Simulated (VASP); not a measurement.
# AlN (Fm-3m) in VASP: single point with PBE0

Aim: the single point of AlN with PBE0.

Program: VASP 6.6.1. These are calculated values, not measurements. Logs are shortened: lines on timing, memory, paths and dates and some standing lists are left out, and cuts for length are marked.

**1. The structure**

The structure is cubic, space group Fm-3m (No. 225). The conventional cell has a = 4.044 Å, b = 4.044 Å, c = 4.044 Å, α = 90.00°, β = 90.00°, γ = 90.00°. Al (site symmetry m-3m) has 6 N at 2.02 Å as nearest neighbours. Around N (site symmetry m-3m) lie 6 Al at 2.02 Å.

Measurements of this composition are mostly on another form, of space group No. 186.

**2. Single point, PBE0**

POSCAR

```
AlN
1.0
    0.0000000000      2.0219600000      2.0219600000
    2.0219600000      0.0000000000      2.0219600000
    2.0219600000      2.0219600000      0.0000000000
Al N
1 1
Direct
    0.5000000000      0.5000000000      0.5000000000
    0.0000000000      0.0000000000      0.0000000000
```

INCAR.step1

```
SYSTEM = AlN
PREC = Accurate ; ENCUT = 520
EDIFF = 1E-5 ; ISMEAR = 0
SIGMA = 0.02 ; LREAL = .FALSE.
LASPH = .TRUE. ; NELM = 60
ALGO = Normal ; ISIF = 2
LWAVE = .TRUE. ; LCHARG = .FALSE.
NBANDS = 11 ; GGA = PE
```

INCAR.step2

```
SYSTEM = AlN
PREC = Accurate ; ENCUT = 520
EDIFF = 1E-6 ; ISMEAR = 0
SIGMA = 0.02 ; LREAL = .FALSE.
LASPH = .TRUE. ; NELM = 60
ALGO = Normal ; ISIF = 2
LWAVE = .FALSE. ; LCHARG = .FALSE.
GGA = PE ; LHFCALC = .TRUE.
AEXX = 0.25 ; PRECFOCK = Fast
NBANDS = 11 ; ISTART = 1
```

KPOINTS

```
regular mesh
0
G
  8 8 8
  0 0 0
```

Potentials or basis: VASP PAW PBE potentials, release 64 (Al, N).

On the command line:

```bash
$ cat potpaw_PBE.64/Al/POTCAR potpaw_PBE.64/N/POTCAR > POTCAR
$ cp INCAR.step1 INCAR
$ mpirun -np 1 vasp_std > vasp.out
$ cp INCAR.step2 INCAR
$ mpirun -np 1 vasp_std > vasp.out
```

OUTCAR:

```text
SYSTEM = AlN
   PREC = Accurate
   ENCUT = 520
   EDIFF = 1E-6
   ISMEAR = 0
   LREAL = .FALSE.
   LASPH = .TRUE.
   NELM = 60
   ISIF = 2
   GGA = PE
   LHFCALC = .TRUE.
   AEXX = 0.25
   PRECFOCK = Fast
   ISTART = 1

 ion  position               nearest neighbor table
   1  0.500  0.500  0.500-   2 2.02   2 2.02   2 2.02   2 2.02   2 2.02   2 2.02
   2  0.000  0.000  0.000-   1 2.02   1 2.02   1 2.02   1 2.02   1 2.02   1 2.02

  LATTYP: Found a face centered cubic cell.
 ALAT       =     4.0439200000

  Lattice vectors:

 A1 = (   0.0000000000,   2.0219600000,   2.0219600000)
 A2 = (   2.0219600000,   0.0000000000,   2.0219600000)
 A3 = (   2.0219600000,   2.0219600000,   0.0000000000)

Analysis of symmetry for initial positions (statically):
=====================================================================
 Subroutine PRICEL returns:
 Original cell was already a primitive cell.

 Routine SETGRP: Setting up the symmetry group for a
 face centered cubic supercell.

 Subroutine GETGRP returns: Found 48 space group operations
 (whereof 48 operations were pure point group operations)
 out of a pool of 48 trial point group operations.

The static configuration has the point symmetry O_h .

Analysis of symmetry for dynamics (positions and initial velocities):
=====================================================================
 Subroutine PRICEL returns:
 Original cell was already a primitive cell.

 Routine SETGRP: Setting up the symmetry group for a
 face centered cubic supercell.

 Subroutine GETGRP returns: Found 48 space group operations
 (whereof 48 operations were pure point group operations)
 out of a pool of 48 trial point group operations.

The dynamic configuration has the point symmetry O_h .

 Subroutine INISYM returns: Found 48 space group operations
 (whereof 48 operations are pure point group operations),
 and found     1 'primitive' translations

----------------------------------------------------------------------------------------

                                     Primitive cell

  volume of cell :      16.5328

  direct lattice vectors                    reciprocal lattice vectors
     0.000000000  2.021960000  2.021960000    -0.247284813  0.247284813  0.247284813
     2.021960000  0.000000000  2.021960000     0.247284813 -0.247284813  0.247284813
     2.021960000  2.021960000  0.000000000     0.247284813  0.247284813 -0.247284813

  length of vectors
     2.859483255  2.859483255  2.859483255     0.428309860  0.428309860  0.428309860

  position of ions in fractional coordinates (direct lattice)
     0.500000000  0.500000000  0.500000000
     0.000000000  0.000000000  0.000000000

  ion indices of the primitive-cell ions
   primitive index   ion index
                 1           1
                 2           2

----------------------------------------------------------------------------------------

 KPOINTS: regular mesh

Automatic generation of k-mesh.
 Grid dimensions read from file:
 generate k-points for:    8    8    8

 Generating k-lattice:

  Cartesian coordinates                     Fractional coordinates (reciprocal lattice)
    -0.030910602  0.030910602  0.030910602     0.125000000  0.000000000  0.000000000
     0.030910602 -0.030910602  0.030910602     0.000000000  0.125000000  0.000000000
     0.030910602  0.030910602 -0.030910602     0.000000000  0.000000000  0.125000000

  Length of vectors
     0.053538732  0.053538732  0.053538732

  Shift w.r.t. Gamma in fractional coordinates (k-lattice)
     0.000000000  0.000000000  0.000000000

 Subroutine IBZKPT returns following result:
 ===========================================

 Found     29 irreducible k-points:

 Following reciprocal coordinates:
            Coordinates               Weight
  0.000000  0.000000  0.000000      1.000000
  0.125000  0.000000  0.000000      8.000000
  0.250000  0.000000  0.000000      8.000000
  0.375000  0.000000  0.000000      8.000000
  0.500000  0.000000  0.000000      4.000000
  0.125000  0.125000  0.000000      6.000000
[... 16 lines left out ...]
  0.500000  0.250000  0.125000     48.000000
 -0.375000  0.250000  0.125000     24.000000
 [... further k-points ...]
   k-points           NKPTS =     29   k-points in BZ     NKDIM =    512   number of bands    NBANDS=     11
   number of dos      NEDOS =    301   number of ions     NIONS =      2
   total plane-waves  NPLWV =  13824
   dimension x,y,z NGX =    24 NGY =   24 NGZ =   24
   dimension x,y,z NGXF=    48 NGYF=   48 NGZF=   48
   ions per type =               1   1
   NGX,Y,Z   is equivalent  to a cutoff of  13.95, 13.95, 13.95 a.u.
   NGXF,Y,Z  is equivalent  to a cutoff of  27.91, 27.91, 27.91 a.u.
 SYSTEM =  AlN
   PREC   = accura    normal or accurate (medium, high low for compatibility)
   ISTART =      1    job   : 0-new  1-cont  2-samecut
   ICHARG =      0    charge: 1-file 2-atom 10-const
   ISPIN  =      1    spin polarized calculation?
   LNONCOLLINEAR =      F non collinear calculations
   LSORBIT =      F    spin-orbit coupling
   LASPH  =      T    aspherical Exc in radial PAW
   ENCUT  =  520.0 eV  38.22 Ry    6.18 a.u.   5.32  5.32  5.32*2*pi/ulx,y,z
   NELM   =     60;   NELMIN=  2; NELMDL=  0     # of ELM steps
   EDIFF  = 0.1E-05   stopping-criterion for ELM
   LREAL  =      F    real-space projection
   EDIFFG = 0.1E-04   stopping-criterion for IOM
   NSW    =      0    number of steps for IOM
   IBRION =     -1    ionic relax: 0-MD 1-quasi-New 2-CG
   NFREE  =      0    steps in history (QN), initial steepest desc. (CG)
   ISIF   =      2    stress and relaxation
   ISYM   =      3    0-nonsym 1-usesym 2-fastsym
   POTIM  = 0.5000    time-step for ionic-motion
   TEBEG  =    0.0;   TEEND  =   0.0 temperature during run
   PSTRESS=    0.0 pullay stress
   NELECT =       8.0000    total number of electrons
   NUPDOWN=      -1.0000    fix difference up-down
   EMIN   =  10.00;   EMAX   =-10.00  energy-range for DOS
   EFERMI =   0.00;   METHOD = LEGACY
   ISMEAR =     0;   SIGMA  =   0.02  broadening in eV -4-tet -1-fermi 0-gaus
   EFERMI_NEDOS =   21; number of points for ismear=-14 and -15
   IALGO  =     38    algorithm
   IMIX   =      1    mixing-type and parameters
     AMIX     =   0.40;   BMIX     =  1.00
     AMIX_MAG =   1.60;   BMIX_MAG =  1.00
  volume/ion in A,a.u.               =       8.27        55.78
  Fermi-wavevector in a.u.,A,eV,Ry     =   1.285254  2.428778 22.475159  1.651878
  Thomas-Fermi vector in A             =   2.417399
   LORBIT       =      0    0 simple, 1 ext, 2 COOP (PROOUT), +10 PAW based schemes
   GGA     = PE    functional components
   LHFCALC =     T    Hartree Fock is set to
   PRECFOCK=fast      Normal, Fast or Accurate (Low or Medium for compatibility)
   ENCUT4O =  -1.0   cutoff for four orbital integrals eV
   NKREDX  =     1    reduce k-point grid by
   NKREDY  =     1    reduce k-point grid by
   NKREDZ  =     1    reduce k-point grid by
   AEXX    =    0.2500 exact exchange contribution
   HFSCREEN=    0.0000 screening length (either q_TF or 0.3 A-1)
   HFSCREENC=   0.0000 screening length for correlation (either q_TF or 0.3 A-1)
   ENCUTFOCK=  -1.0 apply spherical cutoff to Coloumb kernel
   IVDW    =     0    specifies the selected vdW correction
   LEPSILON=     F    determine dielectric tensor
   LRPA    =     F    only Hartree local field effects (RPA)
 non-spin polarized calculation
 Gauss-broadening in eV      SIGMA  =   0.02
  energy-cutoff  :      520.00
  volume of cell :       16.53
 maximum number of plane-waves:       459
 NGX is ok and might be reduce to    24
  NGX = 14; NGY = 14; NGZ = 14

 number of electron       7.9999999 magnetization

 Free energy of the ion-electron system (eV)
  ---------------------------------------------------
  ext. energy  EPLUGINS =         0.00000000
  ---------------------------------------------------
  free energy    TOTEN  =       -18.05396205 eV

  energy without entropy =      -18.05396205  energy(sigma->0) =      -18.05396205

 E-fermi :   8.8517     XC(G=0):  -9.6481

 val. band max:        8.7131059600   @ k =   0.0000   0.0000   0.0000
 cond. band min:      15.4424569078   @ k =   0.5000   0.5000   0.0000
 fundamental gap:      6.7293509478
 Fermi energy:         8.8516751959

 k-point     1 :       0.0000    0.0000    0.0000
  band No.  band energies     occupation
      1     -10.5417      2.00000
      2       8.7131      2.00000
      3       8.7131      2.00000
      4       8.7131      2.00000
      5      16.6547      0.00000
      6      23.2894      0.00000
      7      23.2894      0.00000
      8      23.2894      0.00000
      9      28.4594      0.00000
     10      29.2092      0.00000
     11      29.2092      0.00000

 k-point     2 :       0.1250    0.0000    0.0000
  band No.  band energies     occupation
      1     -10.1987      2.00000
      2       7.1010      2.00000
      3       8.5134      2.00000
      4       8.5134      2.00000
      5      17.5619      0.00000
      6      22.0990      0.00000
      7      23.7405      0.00000
      8      23.7405      0.00000
      9      27.2304      0.00000
     10      27.2304      0.00000
     11      29.6278      0.00000

 k-point     3 :       0.2500    0.0000    0.0000
  band No.  band energies     occupation
      1      -9.2243      2.00000
      2       3.9857      2.00000
      3       8.0785      2.00000
      4       8.0785      2.00000
      5      17.8476      0.00000
      6      22.4483      0.00000
      7      23.4808      0.00000
      8      23.4808      0.00000
      9      27.5658      0.00000
     10      27.5658      0.00000
     11      28.6236      0.00000
[... 267 lines left out ...]
 k-point    23 :       0.5000    0.2500    0.1250
  band No.  band energies     occupation
      1      -7.2129      2.00000
      2       1.6802      2.00000
      3       4.9429      2.00000
      4       6.8609      2.00000
      5      19.3834      0.00000
      6      20.2325      0.00000
      7      22.0996      0.00000
      8      24.6361      0.00000
      9      28.4735      0.00000
     10      31.7550      0.00000
     11      33.5632      0.00000

 k-point    24 :      -0.3750    0.2500    0.1250
  band No.  band energies     occupation
      1      -6.5285      2.00000
      2       0.6402      2.00000
      3       4.7010      2.00000
      4       6.5718      2.00000
      5      19.4633      0.00000
      6      19.6123      0.00000
      7      23.7995      0.00000
      8      24.0751      0.00000
      9      29.6262      0.00000
     10      30.6652      0.00000
     11      34.0746      0.00000

 [... further k-points ...]

------------------------ aborting loop because EDIFF is reached ----------------------------------------

  FORCE on cell =-STRESS in cart. coord.  units (eV):
  Direction    XX          YY          ZZ          XY          YZ          ZX
  --------------------------------------------------------------------------------------
  -------------------------------------------------------------------------------------
  Total       -0.2764846     -0.2764846     -0.2764846      0.0000000     -0.0000000      0.0000000
  in kB      -26.7937759    -26.7937759    -26.7937759      0.0000000     -0.0000000      0.0000000
  external PRESSURE =     -26.7937759 kB  Pullay stress =       0.0000000 kB

 VOLUME and BASIS-vectors are now :
 -----------------------------------------------------------------------------
  energy-cutoff  :      520.00
  volume of cell :       16.53
      direct lattice vectors                 reciprocal lattice vectors
     0.000000000  2.021960000  2.021960000    -0.247284813  0.247284813  0.247284813
     2.021960000  0.000000000  2.021960000     0.247284813 -0.247284813  0.247284813
     2.021960000  2.021960000  0.000000000     0.247284813  0.247284813 -0.247284813

 POSITION                                       TOTAL-FORCE (eV/Angst)
 -----------------------------------------------------------------------------------
      2.02196      2.02196      2.02196         0.000000      0.000000     -0.000000
      0.00000      0.00000      0.00000        -0.000000     -0.000000      0.000000
 -----------------------------------------------------------------------------------
    total drift:                               -0.000000     -0.000000     -0.000000

  FREE ENERGIE OF THE ION-ELECTRON SYSTEM (eV)
  ---------------------------------------------------
  free  energy   TOTEN  =       -18.0539620455 eV

  energy  without entropy=      -18.0539620455  energy(sigma->0) =      -18.05396205
```

Wall time 3.9 min (1 thread of Intel Xeon 6975P-C (Granite Rapids), shared host); peak memory 0.14 GiB.

What came out:

| Quantity | Value |
| --- | --- |
| Free energy | -18.0540 eV |
| Pressure | -2.7 GPa |
| Band gap on the k mesh | 6.73 eV, indirect (least direct gap 7.94 eV) |

Levels at points of the mesh, in eV from the valence-band top:
```
           k point  band 2  band 3  band 4  band 5  band 6  band 7
(0.00, 0.00, 0.00)    0.00    0.00    0.00    7.94   14.58   14.58
(0.50, 0.00, 0.00)   -9.04   -1.16   -1.16    8.28   13.37   13.37
(0.50, 0.50, 0.00)   -8.05   -3.06   -3.06    6.73    7.36   17.02
```

Caveat: the PAW data sets were made with another functional, which shifts forces and pressure a little. A k mesh can miss the band edges.
